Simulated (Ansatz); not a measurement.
# SnSe: the cost of one run

Computed with Ansatz 0.2.0 (DFT PBE+D3(BJ), scalar-relativistic, plane waves, PAW, unless a step's input says otherwise).

**1. The starting structure**

The structure is tetragonal, space group P4/nmm (No. 129). The conventional cell has a = 4.285 Å, b = 4.285 Å, c = 10.991 Å, α = 90.00°, β = 90.00°, γ = 90.00°. Sn (site symmetry 4mm) has 5 Se at 2.68 to 3.03 Å as nearest neighbours. Se (site symmetry 4mm) is surrounded by 5 Sn at 2.68 to 3.03 Å.

Structure file:

```xyz
4
Lattice="4.2853 0.0000 0.0000 0.0000 4.2853 0.0000 0.0000 0.0000 10.9907" Properties=species:S:1:pos:R:3 pbc="T T T"
Sn    2.1427    0.0000    4.0911
Sn    0.0000    2.1427    6.8996
Se    2.1427    0.0000    6.7707
Se    0.0000    2.1427    4.2200
```

It goes back to an entry of the Materials Project, which need not be the stable form.

No relaxation comes first: the listed cell is the starting point.

**2. The reference: the undisturbed cell on the scan's mesh**

Contents of input.yaml:

```yaml
crystal:
  lattice:
    - [4.2853274191, 0.0, 0.0]
    - [0.0, 4.2853274191, 0.0]
    - [0.0, 0.0, 10.99069213]
  atoms:
    - { symbol: Sn, position: [0.5, 0.0, 0.37222911] }
    - { symbol: Sn, position: [0.0, 0.5, 0.62777089] }
    - { symbol: Se, position: [0.5, 0.0, 0.61603949] }
    - { symbol: Se, position: [0.0, 0.5, 0.38396051] }
basis:
  ecutwfc: 420
kpoints:
  mp_grid: { grid: [6, 6, 4] }
hamiltonian:
  xc: pbe
  dispersion: d3bj
scf:
  occupations: { method: gaussian, width: 0.05 }
output:
  forces: true
  stress: true
  eigenvalues: true
```

Launch:

```console
> ansatz run input.yaml --threads 1 --pin off --max-ram 1228MiB --backend cpu --events-out ev --progress --plain --runs-dir out
```

Q: Estimate wall time and peak memory on 1 thread of an x86-64 CPU, shared host.

About 5.9 s, with a peak of 0.59 GiB.
